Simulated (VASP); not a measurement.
Crystal: BeTe.

```xyz
2
Lattice="0.0000 2.7700 2.7700 2.7700 0.0000 2.7700 2.7700 2.7700 0.0000" Properties=species:S:1:pos:R:3 pbc="T T T"
Te    4.1550    4.1550    4.1550
Be    0.0000    0.0000    0.0000
```

| Property | Result |
| --- | --- |
| Program | VASP 6.6.1 |
| Task | relaxation of cell and atoms |
| Functional | RPBE |
| Dispersion | D3 |
| Potentials or basis | VASP PAW PBE potentials, release 64 (Te, Be) |
| Cutoff | 600 eV |
| k mesh | 8 × 8 × 8 |
| Occupations | fermi-dirac, width 0.05 eV |
| Spin | no spin polarisation |

At the start: pressure 3.5 GPa; volume 21.25 Å³/atom.

Problem. How do energy, volume and symmetry change on relaxing?

Solution. Over 3 steps the energy falls by 12.4 meV/atom and the volume is 22.44 Å³/atom (+5.6 %); space group F-43m (No. 216, to 0.05 Å).

Step by step:
| step | energy change (eV) | largest force (eV/Å) | pressure (GPa) | volume (Å³) |
| --- | --- | --- | --- | --- |
| 1 | 0.0000 | 0.0000 | 3.51 | 42.51 |
| 2 | -0.0236 | 0.0000 | -0.69 | 45.44 |
| 3 | -0.0249 | 0.0000 | 0.01 | 44.88 |

Final structure:
```xyz
2
Lattice="0.0000 2.8205 2.8205 2.8205 0.0000 2.8205 2.8205 2.8205 0.0000" Properties=species:S:1:pos:R:3 pbc="T T T"
Te    4.2308    4.2308    4.2308
Be    0.0000    0.0000    0.0000
```

Caveat: the PAW data sets were made with another functional, which shifts forces and pressure a little.
